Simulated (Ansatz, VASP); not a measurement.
# GaN in two plane-wave programs, part 3 of 3

Wanted: the spread between two codes on one cell, functional and k mesh.

VASP 6.6.1 and Ansatz 0.2.0.

So far. Step 4 (Differences): The forces differ by 0.1 meV/Å r.m.s., which is 0.6 % of the r.m.s. force of 0.02 eV/Å (both taken over all components). Among the levels compared at these points, filled levels agree within 5 meV and empty ones within 15 meV.

The database entry behind the starting cell differs from later determinations by our own check (thin film, about 0.3 % long), so it need not match the best structure at ambient conditions.

## 6. VASP: band structure, B3LYP with an exact-exchange share of 0.2

Level of this step: B3LYP; plane waves and PAW (Ga_d, N) (VASP).

The same cell, functional (in two slightly different forms), mesh and smearing now go to VASP, with its own data sets and cutoff.

The run reads the wave functions of an earlier VASP run, which isn't shown here.

Contents of INCAR:

```
SYSTEM = GaN
PREC = Accurate
ENCUT = 520
EDIFF = 1E-06
NELM = 100
ISMEAR = 0
SIGMA = 0.02
LREAL = .FALSE.
ALGO = Normal
LHFCALC = .TRUE.
AEXX = 0.2
GGA = B3
AGGAX = 0.72
AGGAC = 0.81
ALDAC = 0.19
LASPH = .TRUE.
NBANDS = 24
PRECFOCK = Fast
HFRCUT = -1
LORBIT = 11
LWAVE = .FALSE.
LCHARG = .FALSE.
KPAR = 8
```

Contents of POSCAR:

```
GaN
1.0
    3.1972000000      0.0000000000      0.0000000000
   -1.5986000000      2.7688564210      0.0000000000
    0.0000000000      0.0000000000      5.2070000000
Ga N
2 2
Direct
    0.6666666667      0.3333333333      0.5912000000
    0.3333333333      0.6666666667      0.0912000000
    0.6666666667      0.3333333333      0.9688000000
    0.3333333333      0.6666666667      0.4688000000
```

Contents of KPOINTS:

```
Automatic mesh
0
Gamma
5 5 3
0 0 0
```

Contents of KPOINTS_OPT:

```
Line mode
6
Line-mode
Reciprocal
  0.00000000   0.00000000   0.00000000 GAMMA
  0.50000000   0.00000000   0.00000000 M

  0.50000000   0.00000000   0.00000000 M
  0.33333333   0.33333333   0.00000000 K

  0.33333333   0.33333333   0.00000000 K
  0.00000000   0.00000000   0.00000000 GAMMA

  0.00000000   0.00000000   0.00000000 GAMMA
  0.00000000   0.00000000   0.50000000 A

  0.00000000   0.00000000   0.50000000 A
  0.50000000   0.00000000   0.50000000 L

  0.50000000   0.00000000   0.50000000 L
  0.33333333   0.33333333   0.50000000 H

  0.33333333   0.33333333   0.50000000 H
  0.00000000   0.00000000   0.50000000 A

  0.50000000   0.00000000   0.50000000 L
  0.50000000   0.00000000   0.00000000 M

  0.33333333   0.33333333   0.00000000 K
  0.33333333   0.33333333   0.50000000 H
```

PAW data sets: Ga_d and N (PBE family, release 64).

Run with:

```sh
$ mpirun -np 8 vasp_std
```

Numbers of over 12 decimals in the logs are rounded to 6 here.

Output:

```text
[banner, memory and clock lines left out]
running    8 mpi-ranks, on    1 nodes
[...]
[... a notice as in an earlier step ...]

|                                                                             |
|               ----> ADVICE to this user running VASP <----                  |
|                                                                             |
|     You enforced a specific xc type in the INCAR file but a different       |
|     [... a line on the potential file left out ...]
|     I HOPE YOU KNOW WHAT YOU ARE DOING!                                     |
|                                                                             |

 LDA part: xc-table for (Slater(with rela. corr.)+VWN3), standard interpolation
 found WAVECAR, reading the header
 POSCAR, INCAR and KPOINTS ok, starting setup
[...]
HFRCUT set to (new)   9.380158
 reading WAVECAR
 the WAVECAR file was read successfully
 initial charge from wavefunction
 entering main loop
[...]
DAV:   8    -0.279604013149E+02    0.57171E-06   -0.26809E-06   456   0.175E-02
   1 F= -.27960401E+02 E0= -.27960401E+02  d E =-.879185E-37
 Start KPOINTS_OPT (optional k-point list driver)
k-point batch [1-10\54]
       N       E                     dE             ncg
DAV:   1     0.101554779541E+04   -0.90448E+04      512
DAV:   2    -0.200915793384E+04   -0.30247E+04      536
DAV:   3    -0.237984629104E+04   -0.37069E+03      536
DAV:   4    -0.239452255935E+04   -0.14676E+02      656
DAV:   5    -0.239483902808E+04   -0.31647E+00      640
DAV:   6    -0.239485253885E+04   -0.13511E-01      736
DAV:   7    -0.239485283724E+04   -0.29839E-03      608
DAV:   8    -0.239485284259E+04   -0.53562E-05      544
DAV:   9    -0.239485284284E+04   -0.24281E-06      432
[...]
k-point batch [51-54\54]
       N       E                     dE             ncg
DAV:   1     0.908187623010E+04   -0.56395E+04      192
DAV:   2     0.788374387066E+04   -0.11981E+04      208
DAV:   3     0.773246465995E+04   -0.15128E+03      208
DAV:   4     0.772552065072E+04   -0.69440E+01      240
DAV:   5     0.772533939514E+04   -0.18126E+00      232
DAV:   6     0.772533267369E+04   -0.67214E-02      296
DAV:   7     0.772533259192E+04   -0.81772E-04      224
DAV:   8     0.772533259116E+04   -0.76017E-06      176
```

From OUTCAR (step 6):

```text
 POSITION                                       TOTAL-FORCE (eV/Angst)
 -----------------------------------------------------------------------------------
      1.59860      0.92295      3.07838         0.000000      0.000000      0.051623
     -0.00000      1.84590      0.47488        -0.000000     -0.000000      0.051623
      1.59860      0.92295      5.04454        -0.000000      0.000000     -0.051623
     -0.00000      1.84590      2.44104         0.000000      0.000000     -0.051623
 -----------------------------------------------------------------------------------
    total drift:                               -0.000001     -0.000001      0.000326

  FREE ENERGIE OF THE ION-ELECTRON SYSTEM (eV)
  ---------------------------------------------------
  free  energy   TOTEN  =       -27.9604013149 eV

  energy  without entropy=      -27.9604013149  energy(sigma->0) =      -27.96040131

[... 2 parts as in an earlier step ...]

[... 1 further part left out ...]
[key lines of the parts left out:]
E-fermi :   4.6273
```

## 7. Differences

What differs besides the data sets and the points named for the pairs above, as far as they apply: VASP's log shows a relativistic correction to its local exchange, Ansatz's none. Total energies have different zeros and are not compared.

Compared:

| quantity | Ansatz | VASP | difference |
| --- | --- | --- | --- |
| gap over the path points (eV) | 3.527 | 3.532 | -0.005 |

Forces (eV/Å; atoms numbered as in POSCAR):

| atom | Ansatz x, y, z | VASP x, y, z |
| --- | --- | --- |
| Ga1 | 0.000, 0.000, 0.048 | 0.000, 0.000, 0.052 |
| Ga2 | 0.000, 0.000, 0.048 | 0.000, 0.000, 0.052 |
| N3 | 0.000, 0.000, -0.048 | 0.000, 0.000, -0.052 |
| N4 | 0.000, 0.000, -0.048 | 0.000, 0.000, -0.052 |

Levels at points of the path, from each program's valence-band top (eV; 4 filled, then empty):

| k (reciprocal lattice) | Ansatz | VASP |
| --- | --- | --- |
| 0.000 0.000 0.000 | -1.08 -0.01 0.00 0.00 3.53 5.96 11.29 | -1.08 -0.01 0.00 0.00 3.53 5.97 11.28 |
| 0.400 0.000 0.000 | -4.56 -2.71 -1.77 -0.96 6.81 7.37 8.11 | -4.55 -2.72 -1.77 -0.96 6.81 7.37 8.11 |
| 0.400 0.200 0.000 | -4.58 -3.65 -2.49 -2.24 7.28 8.75 8.96 | -4.58 -3.65 -2.49 -2.24 7.28 8.74 8.96 |
| 0.200 0.200 0.000 | -4.50 -3.13 -1.51 -1.29 7.43 8.41 9.30 | -4.50 -3.12 -1.51 -1.28 7.42 8.40 9.30 |
| 0.000 0.000 0.100 | -1.06 -0.32 -0.03 -0.03 3.79 5.98 11.20 | -1.06 -0.32 -0.03 -0.03 3.80 5.99 11.20 |
| 0.000 0.000 0.500 | -0.56 -0.56 -0.56 -0.56 5.96 5.96 10.40 | -0.56 -0.56 -0.56 -0.56 5.97 5.97 10.39 |
| 0.400 0.000 0.500 | -2.04 -2.04 -1.91 -1.91 6.34 6.34 9.64 | -2.04 -2.04 -1.91 -1.91 6.33 6.33 9.64 |
| 0.400 0.200 0.500 | -3.63 -3.63 -1.59 -1.59 7.42 7.42 9.90 | -3.63 -3.63 -1.59 -1.59 7.41 7.41 9.91 |
| 0.200 0.200 0.500 | -2.66 -2.66 -1.87 -1.87 7.50 7.50 9.75 | -2.66 -2.66 -1.87 -1.87 7.49 7.49 9.75 |
| 0.500 0.000 0.400 | -2.46 -2.29 -1.75 -1.65 5.87 6.54 9.38 | -2.46 -2.30 -1.75 -1.65 5.87 6.54 9.39 |

The forces differ by 2.3 meV/Å r.m.s., which is 7.7 % of the r.m.s. force of 0.03 eV/Å (both taken over all components). Among the levels compared at these points, filled levels agree within 9 meV and empty ones within 9 meV.

## 8. Outcome

```
difference in gap over the path points (band structure, HSE06)                                     : -0.015 eV
difference in gap over the path points (band structure, B3LYP with an exact-exchange share of 0.2) : -0.0048 eV
```

**Reading.** The difference in gap over the path points is -0.015 eV (band structure, HSE06), within the 0.08 eV picked in this series as the mark of a large difference. How closely two codes agree says nothing of how well the functional describes the real material.

[Lines on the potential files, build, host, timing and source positions are cut from VASP's logs without a mark.]

[Logs are printed without paths, hosts, clocks, repeated set-up lines and the standing remarks that a program may print on its own settings, such as how far it seeks lower states.]

[Hosts, paths, dates, database ids (printed as entryN), source tags and the programs' standing remarks are cut or masked in the printed files.]
